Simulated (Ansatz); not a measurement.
# KF: what a guessed cell relaxes into, part 2 of 2

The task: take a trial cell of KF to zero force and stress, then test the end with a random kick.

Ansatz 0.2.0; DFT PBE, scalar-relativistic, plane waves, PAW.

### Step 6. Kicked and relaxed without symmetry

Atoms are moved at random (σ = 0.1 Å a coordinate) and the cell is strained at random (σ = 1.5 % a component).

Input file input.yaml:

```yaml
crystal:
  lattice:
    - [0.0325752701, 2.7052814884, 2.7001012129]
    - [5.5126558656, 2.6676294384, -2.5972986228]
    - [-5.5055325291, 2.5953555618, -2.6553258264]
  atoms:
    - { symbol: K, position: [0.0339581395, 0.2454257726, 0.7526270333] }
    - { symbol: K, position: [0.4492670086, 0.7497748245, 0.7349805917] }
    - { symbol: K, position: [0.5462189749, 0.2492428395, 0.262799641] }
    - { symbol: K, position: [-0.0342595404, 0.7328358098, 0.2400678953] }
    - { symbol: F, position: [0.0073292894, 0.5165010371, 0.4936059063] }
    - { symbol: F, position: [0.5195383907, 0.0165844441, 0.509335833] }
    - { symbol: F, position: [0.4996896583, 0.5149845909, 1.0267747628] }
    - { symbol: F, position: [-0.021741921, 0.9746506814, 0.9798083367] }
basis:
  ecutwfc: 420
kpoints:
  mp_grid: { grid: [4, 2, 2] }
hamiltonian:
  xc: pbe
scf:
  occupations: { method: gaussian, width: 0.1 }
  lower_state_search: "off"
output:
  forces: true
  stress: true
  eigenvalues: true
relax:
  adjacent_minimum: "off"
  f_tol: 0.025
  max_steps: 60
  cell: { stress_tol: 0.25 }
```

The run is started by

```console
ansatz run input.yaml --threads 1 --pin off --max-ram 2048MiB --backend cpu --events-out ev --progress --plain --runs-dir out
```

The program printed:

```text
Warning: RAYON_NUM_THREADS=1 ignored (pool sized by the plan → 1); use --threads N
Engine: ansatz 0.2.0, x86_64-unknown-linux-gnu
Pseudopotentials: kind: paw
Pseudopotential: K, paw, valence charge 9, recommended cutoff 420 eV (normal), K.paw.azcp
Pseudopotential: F, paw, valence charge 7, recommended cutoff 420 eV (normal), F.paw.azcp
Functional definition: PBE
  parameter kappa = 0.804
  parameter beta = 0.06672455060314922
  exchange = pbe_x(kappa = kappa, mu = beta*pi^2/3)
  correlation = pbe_c(beta = beta)
Crystal: 8 atoms, lattice volume = 156.559 Å³
Basis set: ecut = 420 eV, 3049 PW (Γ), exchange–correlation on 54×90×90 points (8 copies of the dense FFT grid, shifted against one another)
Bands: 40, of which v1, the nominal top of the filled ones, is band 32 counted from 1 (31 counted from 0)
Symmetry: 1 space group operations
Space group: P1 (ITA 1), of the structure as read, at distance tolerance 5.4e-5 Å
k-points: 12 of 16 (time reversal used)
Non-local potential: K, projectors of the file, l = 0: 3, l = 1: 2, l = 2: 2
Non-local potential: F, projectors of the file, l = 0: 2, l = 1: 2, l = 2: 1
PAW form: soft (Blöchl's): semilocal exchange-correlation on the pseudo side does not see the compensation charge
PAW one-centre angular grid: K, 110 points (default); XC on 64 Gauss nodes
PAW one-centre angular grid: F, 110 points (default); XC on 64 Gauss nodes
Initial density: superposition of atomic densities (neutral atoms: chi_scale 0, normalization atom), corrected by the library's trained network
Initial wavefunctions: pseudopotential atomic-orbital guess
Functional: x = pbe(κ = 0.804, μ = 0.2195149727645171), c = pbe(β = 0.06672455060314922)
SCF iter   1: F=—  HF=-9394.925942 eV  |F-HF|=—  |Δ(HF+E_count)|=         —  Δρ=4.01e-4  dr2=2.29e-4  ethr=1.77e-3  ⟨swp⟩=9.3  Hψ=2377  notcnv=0
preconditioner: auto → Resta (q_TF=auto, 2.350 Å⁻¹)  ε∞=2.9  [insulator: Δε(μ)=5.942 eV  Ē_g=16.138 eV  σ=0.100 eV  W_gap=1.00  n_scr=32 (ndim 8)  ℏωp=22.2 eV  f_vac=0.142  D(μ)=0.00/eV (n_scr^D=0)  ε∞_Penn≈2.9]
SCF iter   2: F=—  HF=-9394.925503 eV  |F-HF|=—  |Δ(HF+E_count)|=   4.39e-4  Δρ=2.20e-4  dr2=7.08e-5  ethr=3.57e-7  ⟨swp⟩=2.0  Hψ=960  notcnv=0
SCF iter   3: F=—  HF=-9394.925737 eV  |F-HF|=—  |Δ(HF+E_count)|=   2.33e-4  Δρ=9.61e-5  dr2=1.36e-5  ethr=1.11e-7  ⟨swp⟩=2.0  Hψ=756  notcnv=0
SCF iter   4: F=—  HF=-9394.925743 eV  |F-HF|=—  |Δ(HF+E_count)|=   6.14e-6  Δρ=4.01e-5  dr2=1.68e-6  ethr=2.12e-8  ⟨swp⟩=2.0  Hψ=784  notcnv=0
SCF iter   5: F=—  HF=-9394.925743 eV  |F-HF|=—  |Δ(HF+E_count)|=   5.42e-7  Δρ=1.61e-5  dr2=2.38e-7  ethr=2.62e-9  ⟨swp⟩=2.1  Hψ=754  notcnv=0
SCF iter   6: F=-9394.925744 eV  HF=-9394.925744 eV  |F-HF|=8.40e-9  |Δ(HF+E_count)|=   3.94e-7  Δρ=3.00e-6  dr2=1.32e-8  ethr=1.56e-10  ⟨swp⟩=8.4  Hψ=2061  notcnv=0
SCF 1 converged in 6 iterations: F = -9394.925744 eV  dr2 = 1.32e-8
relax step   1: F+E_penalty+E_count = -9394.92574367 eV  Δ(F+E_penalty+E_count) = +0.000e0 eV  max|allowed force component| = 6.374e-1 eV/Å  Δτ_max = 0.0000 Å  P = +1.524 GPa  Ω = 156.559 Å³  (6 SCF iters, dr2 threshold 1.00e-7 eV, accepted)
Crystal: 8 atoms, lattice volume = 158.152 Å³
Basis set: ecut = 420 eV, 3065 PW (Γ), exchange–correlation on 54×90×90 points (8 copies of the dense FFT grid, shifted against one another)
Initial density: handed on by an earlier stage of this run
Initial wavefunctions: those handed on with the density
iter 1 solved again at ethr=8.89e-4 eV; its pass at ethr=3.10e-3 eV (dr2=5.69e-1 eV) is discarded
SCF iter   1: F=—  HF=-9395.358378 eV  |F-HF|=—  |Δ(HF+E_count)|=         —  Δρ=2.34e-2  dr2=5.76e-1  ethr=8.89e-4  ⟨swp⟩=1.0  Hψ=2575  notcnv=0
preconditioner: auto → Resta (q_TF=auto, 2.346 Å⁻¹)  ε∞=2.9  [insulator: Δε(μ)=5.676 eV  Ē_g=16.073 eV  σ=0.100 eV  W_gap=1.00  n_scr=34 (ndim 8)  ℏωp=22.1 eV  f_vac=0.141  D(μ)=0.00/eV (n_scr^D=0)  ε∞_Penn≈2.9]
SCF iter   2: F=—  HF=-9395.173613 eV  |F-HF|=—  |Δ(HF+E_count)|=   1.85e-1  Δρ=9.91e-3  dr2=9.35e-2  ethr=8.89e-4  ⟨swp⟩=2.0  Hψ=860  notcnv=0
SCF iter   3: F=—  HF=-9395.146535 eV  |F-HF|=—  |Δ(HF+E_count)|=   2.71e-2  Δρ=4.04e-3  dr2=1.33e-2  ethr=1.46e-4  ⟨swp⟩=2.0  Hψ=934  notcnv=0  defer=15
SCF iter   4: F=—  HF=-9395.143612 eV  |F-HF|=—  |Δ(HF+E_count)|=   2.92e-3  Δρ=1.19e-3  dr2=1.12e-3  ethr=2.07e-5  ⟨swp⟩=2.0  Hψ=844  notcnv=0  defer=15
SCF iter   5: F=—  HF=-9395.143527 eV  |F-HF|=—  |Δ(HF+E_count)|=   8.44e-5  Δρ=1.86e-4  dr2=7.70e-5  ethr=1.74e-6  ⟨swp⟩=2.8  Hψ=781  notcnv=0  defer=15
SCF iter   6: F=—  HF=-9395.143475 eV  |F-HF|=—  |Δ(HF+E_count)|=   5.18e-5  Δρ=7.18e-5  dr2=7.24e-6  ethr=1.20e-7  ⟨swp⟩=2.8  Hψ=798  notcnv=0  defer=16
SCF iter   7: F=—  HF=-9395.143480 eV  |F-HF|=—  |Δ(HF+E_count)|=   4.30e-6  Δρ=7.95e-5  dr2=5.84e-6  ethr=1.25e-9  ⟨swp⟩=10.2  Hψ=2324  notcnv=0
SCF iter   8: F=-9395.143478 eV  HF=-9395.143478 eV  |F-HF|=1.36e-7  |Δ(HF+E_count)|=   1.31e-6  Δρ=6.78e-6  dr2=5.74e-8  ethr=1.25e-9  ⟨swp⟩=3.0  Hψ=1864  notcnv=0
SCF 2 converged in 8 iterations: F = -9395.143478 eV  dr2 = 5.74e-8
relax step   2: F+E_penalty+E_count = -9395.14347839 eV  Δ(F+E_penalty+E_count) = -2.177e-1 eV  max|allowed force component| = 2.844e-1 eV/Å  Δτ_max = 0.1932 Å  P = +0.374 GPa  Ω = 158.152 Å³  energy of the carried Pulay correction = -2.972e-3 eV  (8 SCF iters, dr2 threshold 8.00e-7 eV, accepted)
Crystal: 8 atoms, lattice volume = 158.724 Å³
Basis set: ecut = 420 eV, 3087 PW (Γ), exchange–correlation on 54×90×90 points (8 copies of the dense FFT grid, shifted against one another)
iter 1 solved again at ethr=2.61e-4 eV; its pass at ethr=3.10e-3 eV (dr2=1.67e-1 eV) is discarded
SCF iter   1: F=—  HF=-9395.268122 eV  |F-HF|=—  |Δ(HF+E_count)|=         —  Δρ=1.18e-2  dr2=1.67e-1  ethr=2.61e-4  ⟨swp⟩=1.1  Hψ=2381  notcnv=0
preconditioner: auto → Resta (q_TF=auto, 2.345 Å⁻¹)  ε∞=2.9  [insulator: Δε(μ)=5.941 eV  Ē_g=16.113 eV  σ=0.100 eV  W_gap=1.00  n_scr=36 (ndim 8)  ℏωp=22.1 eV  f_vac=0.141  D(μ)=0.00/eV (n_scr^D=0)  ε∞_Penn≈2.9]
SCF iter   2: F=—  HF=-9395.212697 eV  |F-HF|=—  |Δ(HF+E_count)|=   5.54e-2  Δρ=5.00e-3  dr2=2.68e-2  ethr=2.61e-4  ⟨swp⟩=2.0  Hψ=767  notcnv=0
SCF iter   3: F=—  HF=-9395.204225 eV  |F-HF|=—  |Δ(HF+E_count)|=   8.47e-3  Δρ=1.44e-3  dr2=1.78e-3  ethr=4.19e-5  ⟨swp⟩=2.0  Hψ=785  notcnv=0
SCF iter   4: F=—  HF=-9395.204000 eV  |F-HF|=—  |Δ(HF+E_count)|=   2.25e-4  Δρ=6.51e-4  dr2=4.47e-4  ethr=2.78e-6  ⟨swp⟩=2.0  Hψ=816  notcnv=0
SCF iter   5: F=—  HF=-9395.203924 eV  |F-HF|=—  |Δ(HF+E_count)|=   7.51e-5  Δρ=1.02e-4  dr2=2.42e-5  ethr=6.99e-7  ⟨swp⟩=2.0  Hψ=813  notcnv=0
SCF iter   6: F=—  HF=-9395.203933 eV  |F-HF|=—  |Δ(HF+E_count)|=   8.43e-6  Δρ=2.54e-5  dr2=1.26e-6  ethr=3.78e-8  ⟨swp⟩=2.9  Hψ=882  notcnv=0
SCF iter   7: F=-9395.203934 eV  HF=-9395.203934 eV  |F-HF|=1.24e-7  |Δ(HF+E_count)|=   1.26e-6  Δρ=1.48e-5  dr2=2.11e-7  ethr=1.25e-9  ⟨swp⟩=7.0  Hψ=1999  notcnv=0
SCF 3 converged in 7 iterations: F = -9395.203934 eV  dr2 = 2.11e-7
relax step   3: F+E_penalty+E_count = -9395.20393397 eV  Δ(F+E_penalty+E_count) = -6.046e-2 eV  max|allowed force component| = 1.380e-2 eV/Å  Δτ_max = 0.1053 Å  P = +0.025 GPa  Ω = 158.724 Å³  energy of the carried Pulay correction = -4.032e-3 eV  (7 SCF iters, dr2 threshold 8.00e-7 eV, accepted)
Initial wavefunctions: pseudopotential atomic-orbital guess (no wavefunctions were taken with the density)
iter 1 solved again at ethr=4.72e-8 eV; its pass at ethr=3.10e-3 eV (dr2=3.02e-5 eV) is discarded
SCF iter   1: F=—  HF=-9395.210357 eV  |F-HF|=—  |Δ(HF+E_count)|=         —  Δρ=2.28e-4  dr2=1.11e-5  ethr=4.72e-8  ⟨swp⟩=3.3  Hψ=3471  notcnv=0
preconditioner: auto → Resta (q_TF=auto, 2.345 Å⁻¹)  ε∞=2.9  [insulator: Δε(μ)=5.973 eV  Ē_g=16.120 eV  σ=0.100 eV  W_gap=1.00  n_scr=36 (ndim 8)  ℏωp=22.1 eV  f_vac=0.141  D(μ)=0.00/eV (n_scr^D=0)  ε∞_Penn≈2.9]
SCF iter   2: F=—  HF=-9395.210487 eV  |F-HF|=—  |Δ(HF+E_count)|=   1.30e-4  Δρ=1.08e-4  dr2=3.04e-6  ethr=1.74e-8  ⟨swp⟩=2.0  Hψ=824  notcnv=0
SCF iter   3: F=—  HF=-9395.210525 eV  |F-HF|=—  |Δ(HF+E_count)|=   3.80e-5  Δρ=4.27e-5  dr2=4.49e-7  ethr=4.75e-9  ⟨swp⟩=2.0  Hψ=629  notcnv=0
SCF iter   4: F=—  HF=-9395.210530 eV  |F-HF|=—  |Δ(HF+E_count)|=   5.22e-6  Δρ=2.16e-6  dr2=3.11e-9  ethr=7.02e-10  ⟨swp⟩=2.0  Hψ=812  notcnv=0
SCF iter   5: F=-9395.210530 eV  HF=-9395.210530 eV  |F-HF|=1.53e-10  |Δ(HF+E_count)|=   6.25e-9  Δρ=1.03e-6  dr2=1.15e-9  ethr=3.13e-12  ⟨swp⟩=5.4  Hψ=1679  notcnv=0
SCF 4 converged in 5 iterations: F = -9395.210530 eV  dr2 = 1.15e-9
relax step   4: F+E_penalty+E_count = -9395.21053036 eV  Δ(F+E_penalty+E_count) = -6.596e-3 eV  max|allowed force component| = 1.379e-2 eV/Å  Δτ_max = 0.0000 Å  P = +0.105 GPa  Ω = 158.724 Å³  stress off target by 2.60e-1 GPa  SCF on the basis re-selected at this cell (its energy is not comparable with the rows above)  (5 SCF iters)
basis re-selected at this cell: Δ(F+E_penalty+E_count) = -6.596e-3 eV, ΔP = +0.080 GPa vs the last step (what re-selecting the basis moved, of the pressure what is left beyond the Pulay correction that the steps carried, after the strain that the cell walked since its last selection, with what the two solves' SCF thresholds leave and, on support functions, any second-order correction that the steps lacked; it is no measure of the basis error at this ecutwfc). This SCF's stress stands 2.60e-1 GPa from its target on what of the cell is left free (relax.cell.stress_tol is 2.50e-1 GPa) and its largest allowed force component is 1.38e-2 eV/Å (relax.f_tol is 2.50e-2 eV/Å): not within both, so this SCF does not close the relaxation
Crystal: 8 atoms, lattice volume = 159.229 Å³
Basis set: ecut = 420 eV, 3091 PW (Γ), exchange–correlation on 54×90×90 points (8 copies of the dense FFT grid, shifted against one another)
iter 1 solved again at ethr=1.01e-6 eV; its pass at ethr=3.10e-3 eV (dr2=6.46e-4 eV) is discarded
SCF iter   1: F=—  HF=-9395.210663 eV  |F-HF|=—  |Δ(HF+E_count)|=         —  Δρ=6.85e-4  dr2=6.24e-4  ethr=1.01e-6  ⟨swp⟩=2.6  Hψ=2140  notcnv=0
preconditioner: auto → Resta (q_TF=auto, 2.344 Å⁻¹)  ε∞=2.9  [insulator: Δε(μ)=5.970 eV  Ē_g=16.113 eV  σ=0.100 eV  W_gap=1.00  n_scr=36 (ndim 8)  ℏωp=22.0 eV  f_vac=0.143  D(μ)=0.00/eV (n_scr^D=0)  ε∞_Penn≈2.9]
SCF iter   2: F=—  HF=-9395.210477 eV  |F-HF|=—  |Δ(HF+E_count)|=   1.86e-4  Δρ=3.18e-4  dr2=1.04e-4  ethr=9.75e-7  ⟨swp⟩=2.0  Hψ=744  notcnv=0
SCF iter   3: F=—  HF=-9395.210451 eV  |F-HF|=—  |Δ(HF+E_count)|=   2.61e-5  Δρ=1.27e-4  dr2=1.84e-5  ethr=1.62e-7  ⟨swp⟩=2.0  Hψ=767  notcnv=0
SCF iter   4: F=—  HF=-9395.210448 eV  |F-HF|=—  |Δ(HF+E_count)|=   3.00e-6  Δρ=4.17e-5  dr2=1.69e-6  ethr=2.88e-8  ⟨swp⟩=2.0  Hψ=624  notcnv=0
SCF iter   5: F=-9395.210448 eV  HF=-9395.210448 eV  |F-HF|=7.99e-8  |Δ(HF+E_count)|=   4.15e-7  Δρ=6.93e-6  dr2=7.12e-8  ethr=2.64e-10  ⟨swp⟩=3.2  Hψ=1993  notcnv=0
SCF 5 converged in 5 iterations: F = -9395.210448 eV  dr2 = 7.12e-8
relax step   5: F+E_penalty+E_count = -9395.21044813 eV  Δ(F+E_penalty+E_count) = +8.222e-5 eV  max|allowed force component| = 5.735e-4 eV/Å  Δτ_max = 0.0069 Å  P = +0.007 GPa  Ω = 159.229 Å³  energy of the carried Pulay correction = -9.329e-4 eV  (5 SCF iters, dr2 threshold 1.69e-7 eV, accepted)
iter 1 solved again at ethr=2.61e-8 eV; its pass at ethr=3.10e-3 eV (dr2=1.67e-5 eV) is discarded
SCF iter   1: F=—  HF=-9395.211399 eV  |F-HF|=—  |Δ(HF+E_count)|=         —  Δρ=4.13e-5  dr2=4.14e-7  ethr=2.61e-8  ⟨swp⟩=3.6  Hψ=3546  notcnv=0
preconditioner: auto → Resta (q_TF=auto, 2.344 Å⁻¹)  ε∞=2.9  [insulator: Δε(μ)=5.961 eV  Ē_g=16.110 eV  σ=0.100 eV  W_gap=1.00  n_scr=36 (ndim 8)  ℏωp=22.0 eV  f_vac=0.142  D(μ)=0.00/eV (n_scr^D=0)  ε∞_Penn≈2.9]
SCF iter   2: F=—  HF=-9395.211400 eV  |F-HF|=—  |Δ(HF+E_count)|=   1.28e-6  Δρ=2.04e-5  dr2=1.40e-7  ethr=6.46e-10  ⟨swp⟩=2.0  Hψ=872  notcnv=0
SCF iter   3: F=—  HF=-9395.211401 eV  |F-HF|=—  |Δ(HF+E_count)|=   7.92e-7  Δρ=8.02e-6  dr2=3.66e-8  ethr=2.19e-10  ⟨swp⟩=2.0  Hψ=808  notcnv=0
SCF iter   4: F=-9395.211401 eV  HF=-9395.211401 eV  |F-HF|=2.34e-9  |Δ(HF+E_count)|=   5.35e-8  Δρ=9.73e-7  dr2=1.40e-9  ethr=3.13e-12  ⟨swp⟩=4.2  Hψ=1973  notcnv=0
SCF 6 converged in 4 iterations: F = -9395.211401 eV  dr2 = 1.40e-9
relax step   6: F+E_penalty+E_count = -9395.21140080 eV  Δ(F+E_penalty+E_count) = -9.527e-4 eV  max|allowed force component| = 5.672e-4 eV/Å  Δτ_max = 0.0000 Å  P = +0.011 GPa  Ω = 159.229 Å³  stress off target by 4.14e-2 GPa  SCF on the basis re-selected at this cell (its energy is not comparable with the rows above)  (4 SCF iters)
basis re-selected at this cell: Δ(F+E_penalty+E_count) = -9.527e-4 eV, ΔP = +0.004 GPa vs the last step (what re-selecting the basis moved, of the pressure what is left beyond the Pulay correction that the steps carried, after the strain that the cell walked since its last selection, with what the two solves' SCF thresholds leave and, on support functions, any second-order correction that the steps lacked; it is no measure of the basis error at this ecutwfc). This SCF's stress stands 4.14e-2 GPa from its target on what of the cell is left free (relax.cell.stress_tol is 2.50e-1 GPa) and its largest allowed force component is 5.67e-4 eV/Å (relax.f_tol is 2.50e-2 eV/Å): within both
SCF converged after 4 iterations
Free energy (F): -9395.211401 eV
Harris-Foulkes:  -9395.211401 eV  (|F-HF|=2.34e-9)
Internal energy: -9395.211401 eV  (E = F + TS)
E sigma→0 (E₀):  -9395.211401 eV
Fermi energy:    4.157213 eV
--- Per-component energies (eV) ---
  E_band       = -522.598545
  E_kinetic    = 1847.079526
  E_local      = -4531.891113  (includes V_loc(G=0)·N_el)
  E_nonlocal   = 343.549692
  E_hartree    = 1636.272265
  E_xc         = -865.221636
  E_vxc        = -1075.435333  (∫ρ·V_xc dr)
  E_paw        = -3928.472156  (= ΣΔE_a)
  E_vpaw       = -378.454190  (= ΣTr[D̂ρ^β])
  E_aug_tail   = 0.008225  (compensation charges beyond the density's cutoff)
  E_ewald      = -3896.536203
  E_smearing   = -0.000000  (= −TS)
  E_closure    = 0.000000  (closes the sum)
  Σ components = -9395.211401   (vs F -9395.211401, Δ=0.00e0)
--- Forces (eV/Å), atoms counted from 1 ---
  atom   1  K      0.00020267     0.00002523    -0.00044106
  atom   2  K     -0.00045893     0.00025687     0.00024788
  atom   3  K      0.00031047    -0.00003648    -0.00042201
  atom   4  K     -0.00007712     0.00040368     0.00056689
  atom   5  F     -0.00008036    -0.00017077    -0.00018624
  atom   6  F     -0.00015320    -0.00022624     0.00025852
  atom   7  F      0.00024482    -0.00027426    -0.00001320
  atom   8  F      0.00001463     0.00003413    -0.00001289
  max |Σ_I F_I| component: 1.22e-5 eV/Å
--- Stress (GPa, compression-positive) ---
       -0.008420      -0.005473      -0.007855
       -0.005473       0.022258      -0.020660
       -0.007855      -0.020660       0.019093
  P = ⅓ Tr σ = 0.0110 GPa (0.110 kbar)
--- Band table (eV; the first three rows and the last of 12) ---
  k-point 0: bands = ["-25.0703", "-24.9929", "-24.9928", "-24.9757", "-17.5241", "-17.5241", "-17.4654", "-17.4565", "-8.8354", "-8.6013", "-8.6011", "-8.5339", "-8.5326", "-8.3847", "-8.3847", "-8.3837", "-8.3836", "-8.3500", "-8.3498", "-8.3495", "0.4308", "0.4308", "0.8588", "0.8589", "0.8607", "0.8610", "0.9451", "1.1095", "1.1113", "1.1742", "1.1749", "1.1759", "7.1374", "9.3495", "10.0735", "10.0739", "11.2492", "11.4710", "11.4715", "11.7205"]
  k-point 1: bands = ["-25.0319", "-25.0318", "-24.9843", "-24.9843", "-17.4948", "-17.4946", "-17.4901", "-17.4899", "-8.6682", "-8.6680", "-8.5158", "-8.5157", "-8.4766", "-8.4765", "-8.4598", "-8.4598", "-8.3674", "-8.3673", "-8.3669", "-8.3669", "0.7413", "0.7414", "0.7642", "0.7644", "0.9350", "0.9351", "0.9855", "0.9856", "1.0133", "1.0134", "1.0147", "1.0148", "8.6037", "8.6038", "10.1673", "10.1675", "10.8520", "10.8522", "11.1331", "11.1333"]
  k-point 2: bands = ["-25.0319", "-25.0318", "-24.9844", "-24.9842", "-17.4949", "-17.4945", "-17.4902", "-17.4898", "-8.6680", "-8.6678", "-8.5159", "-8.5158", "-8.4767", "-8.4765", "-8.4598", "-8.4597", "-8.3675", "-8.3673", "-8.3670", "-8.3669", "0.7412", "0.7415", "0.7642", "0.7645", "0.9350", "0.9353", "0.9854", "0.9857", "1.0131", "1.0135", "1.0144", "1.0148", "8.6041", "8.6042", "10.1674", "10.1676", "10.8515", "10.8517", "11.1333", "11.1337"]
  k-point 11: bands = ["-24.9933", "-24.9931", "-24.9755", "-24.9755", "-17.5245", "-17.5243", "-17.4655", "-17.4654", "-8.8353", "-8.8352", "-8.6002", "-8.5992", "-8.5343", "-8.5342", "-8.5336", "-8.5336", "-8.3840", "-8.3838", "-8.3837", "-8.3832", "0.4307", "0.4307", "0.8600", "0.8616", "0.8619", "0.8624", "0.9464", "0.9466", "1.1093", "1.1094", "1.1104", "1.1105", "9.3471", "9.3474", "10.0688", "10.0713", "11.2497", "11.2497", "11.4659", "11.4686"]
--- Relaxed structure (4 steps of the walk, 4 accepted, 2 SCFs on fresh bases) ---
  F+E_penalty+E_count = -9395.21140080 eV   max|allowed force component| = 5.672e-4 eV/Å   (the final SCF, on the basis selected at the relaxed cell)
  cell:  # Å, volume = 159.2291 Å³
    - [0.0012893411026661198, 2.711350176986744, 2.711547172127231]
    - [5.422162361664213, 2.7085013579953725, -2.70604651623074]
    - [-5.422608093822397, 2.7063486477162266, -2.709162872404696]
  atoms:
    - { symbol: K, position: [5.4249180595655755e-5, 0.24999790650560827, 0.7500082128897183] }
    - { symbol: K, position: [0.49994927653649957, 0.7500020679084886, 0.7499717628797458] }
    - { symbol: K, position: [0.5000628244479824, 0.24997126918059628, 0.2499942705468281] }
    - { symbol: K, position: [-0.00010925380464649193, 0.7500047398789547, 0.2499999371053364] }
    - { symbol: F, position: [4.361196231705833e-5, 0.499999275824483, 0.49999009490867846] }
    - { symbol: F, position: [0.49998111782780746, 3.505183264965711e-5, 0.5000201888094368] }
    - { symbol: F, position: [0.5000165372030074, 0.5000073154743327, 1.0000287088610507] }
    - { symbol: F, position: [1.6366464378192447e-6, 0.9999823732948874, 0.999986824099206] }
```

It took 32 s on 1 thread of Intel Xeon Platinum 8259CL at 2.50GHz (Skylake/Cascade Lake), shared host; peak memory 0.5 GiB.

Relaxation path:

| step | E - E(step 1) (eV/cell) | largest force component (eV/Å) | pressure (GPa) | volume (Å³) |
| --- | --- | --- | --- | --- |
| 1 | 0.0000 | 0.6374 | 1.52 | 156.56 |
| 2 | -0.2177 | 0.2844 | 0.37 | 158.15 |
| 3 | -0.2782 | 0.0138 | 0.03 | 158.72 |
| 4 | -0.2848 | 0.0138 | 0.11 | 158.72 |
| 5 | -0.2847 | 0.0006 | 0.01 | 159.23 |
| 6 | -0.2857 | 0.0006 | 0.01 | 159.23 |

Step 1 is the start. Steps 4, 6 each repeat the geometry before them on a plane-wave basis chosen anew, so the energy can jump there without any move.

|  | before | after | change |
| --- | --- | --- | --- |
| a (Å) | 3.822 | 3.835 | +0.3 % |
| b (Å) | 6.652 | 6.638 | -0.2 % |
| c (Å) | 6.641 | 6.638 | 0.0 % |
| α (°) | 111.97 | 109.54 | -2.2 % |
| β (°) | 90.74 | 90.03 | -0.8 % |
| γ (°) | 89.14 | 89.97 | +0.9 % |
| volume (Å³/atom) | 19.57 | 19.90 | +1.7 % |
| shortest distance (Å) | 2.399 | 2.709 | +12.9 % |
| space group (0.01 Å) | P1 | Fm-3m | changed |

Against the unmoved cell on the same mesh the energy changed by 0.0 meV/atom and the volume by -0.0 %. At a tolerance of 0.1 Å, which suits this loose relaxation, its space group is Fm-3m.

### Step 7. Summary of results

The summary covers parts 1 to 2. Changes of volume or cell count from the first structure of part 1.

```
                                                              quantity                                                                      value
                                symmetry at the end (tolerance 0.02 Å)                                                space group Fm-3m (No. 225)
                                                     conventional cell  a = 5.421 Å, b = 5.421 Å, c = 5.421 Å, α = 90.00°, β = 90.00°, γ = 90.00°
                                                                volume                                                              19.91 Å³/atom
energy over the elements (uncorrected; H, N, O, F and Cl as molecules)                                                              -2.71 eV/atom
                                                       gap on the mesh                                                                    5.96 eV
```

**Reading.** The symmetry goes from space group I4mm (No. 107) to space group Fm-3m (No. 225), and the volume per atom grows by 4.4 % from the first guess. A negative formation energy is needed for stability but isn't enough; other structures and compounds were not set against it here. It survived the kick, though modes of other wave vectors, which need another repeat, weren't probed.
